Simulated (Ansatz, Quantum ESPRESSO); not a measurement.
**BeS (F-43m): phonons by linear response**

Wanted: phonon bands, density of states and zone-centre response of BeS (F-43m).

Main program and level: Quantum ESPRESSO 7.5; DFT PBE, scalar-relativistic, plane waves, GBRV ultrasoft pseudopotentials.

The database entry behind the starting cell differs from later determinations by our own check (0.1 to 0.3 % short, probably kX units), so it need not match the best structure at ambient conditions.

### 1. The starting structure

It takes space group F-43m (No. 216, cubic). The conventional cell has a = 4.850 Å, b = 4.850 Å, c = 4.850 Å, α = 90.00°, β = 90.00°, γ = 90.00°. Nearest to Be lie 4 S at 2.10 Å. Nearest to S lie 4 Be at 2.10 Å. Farther neighbours and most contacts between anions are not listed.

Structure file:

```cif
data_structure
_symmetry_space_group_name_H-M 'F-43m'
_symmetry_Int_Tables_number 216
_cell_length_a 4.8500
_cell_length_b 4.8500
_cell_length_c 4.8500
_cell_angle_alpha 90.000
_cell_angle_beta 90.000
_cell_angle_gamma 90.000
_cell_volume 114.08
loop_
_atom_site_label
_atom_site_type_symbol
_atom_site_symmetry_multiplicity
_atom_site_Wyckoff_symbol
_atom_site_fract_x
_atom_site_fract_y
_atom_site_fract_z
_atom_site_occupancy
Be1 Be 4 a 0.00000 0.00000 0.00000 1
S1 S 4 d 0.25000 0.25000 0.75000 1
```

### 2. A probe with smearing

A cheap run with smearing and empty bands tells whether the crystal has a gap, which decides between fixed occupations and smearing later on.

The input, probe.in:

```
&control
   calculation = 'scf'
   prefix = 'x'
   outdir = './tmp'
   pseudo_dir = './pseudo'
   tprnfor = .true.
   tstress = .true.
   verbosity = 'high'
/
&system
   ibrav = 2
   celldm(1) = 9.1651717
   nat = 2
   ntyp = 2
   ecutwfc = 45.0
   ecutrho = 270.0
   occupations = 'smearing'
   smearing = 'gaussian'
   degauss = 0.01
/
&electrons
   conv_thr = 1.0d-07
   mixing_beta = 0.7
   electron_maxstep = 100
/
ATOMIC_SPECIES
 Be      9.0122  Be.upf
 S      32.0600  S.upf
ATOMIC_POSITIONS crystal
 Be     0.000000000   0.000000000   0.000000000
 S      0.250000000   0.250000000   0.250000000
K_POINTS automatic
 6 6 6 0 0 0
```

On the command line:

```sh
> OMP_NUM_THREADS=1 mpirun -n 4 pw.x -nk 4 -in probe.in > probe.out
```

Planned after this: relaxation; self-consistent run for the response; phonons on a q mesh; force constants in real space; interpolated phonon bands; sums over the zone; modes with the sum rule; sum rules set otherwise: a sum rule for molecules or wires on a crystal; sum rules set otherwise (asr no); the LO-TO splitting (1 0 0); the dispersion under another sum rule (asr all); A changed mass; cross-check with Ansatz; the two compared: QE GBRV and Ansatz, PseudoDojo. Settings of the main run: cutoff 45 Ry, 8×8×8 k-mesh, fixed occupations, response threshold 1.00e-18, field response on, 4×4×4 q-mesh.

Q: Predict the highest mode moved by the LO-TO term and mean high-frequency dielectric constant.

BeS (F-43m) is dynamically stable on the 4×4×4 mesh; its spectrum reaches 658 cm⁻¹. At the PBE level the optical modes of BeS (F-43m) at the zone centre (no LO-TO term) lie at 559 cm⁻¹. Along the directions run, the highest mode that the macroscopic field moves lies at 658 cm⁻¹.

```
volume per atom                                                    : 14.5 Å³
gap on the k-mesh                                                  : 3.15 eV
highest optical zone-centre mode (no LO-TO term)                   : 558.8 cm⁻¹
highest mode moved by the LO-TO term                               : 658.3 cm⁻¹
mean high-frequency dielectric constant                            : 5.27
largest Born charge in size (third of the trace)                   : 1.63 e
mean static dielectric constant                                    : 7.31
lowest mode on the q mesh (acoustic ones at the zone centre apart) : 123.6 cm⁻¹
heat capacity at 300 K                                             : 18.2 J/(mol atoms K)
imaginary modes on the q mesh                                      : none
largest difference from Ansatz, PseudoDojo                         : 2.85 cm⁻¹
```

Lattice motion raises the mean dielectric constant from 5.270 to 7.313. The Born charge of S is -1.625 e against a formal charge of -2, somewhat under it. The Lyddane-Sachs-Teller relation holds: (ωLO/ωTO)² is 1.39 and ε₀/ε∞ is 1.39. QE GBRV and Ansatz, PseudoDojo differ by 1.9 cm⁻¹ in the root mean square and by 2.9 cm⁻¹ at most, 0.4 % of the highest mode compared (acoustic modes at Γ left out; ph.x's values are those before the sum rule); the two use different potentials, and the cell was not relaxed for the second set. These are harmonic frequencies at zero temperature: anharmonic shifts and linewidths and thermal expansion are left out.

[Host names and launcher messages were left out of these logs when they were recorded.]

[Logs are printed without paths, hosts, clocks, repeated set-up lines and the standing remarks that a program may print on its own settings, such as how far it seeks lower states.]

[Hosts, paths, dates, database ids (printed as entryN), source tags and the programs' standing remarks are cut or masked in the printed files.]
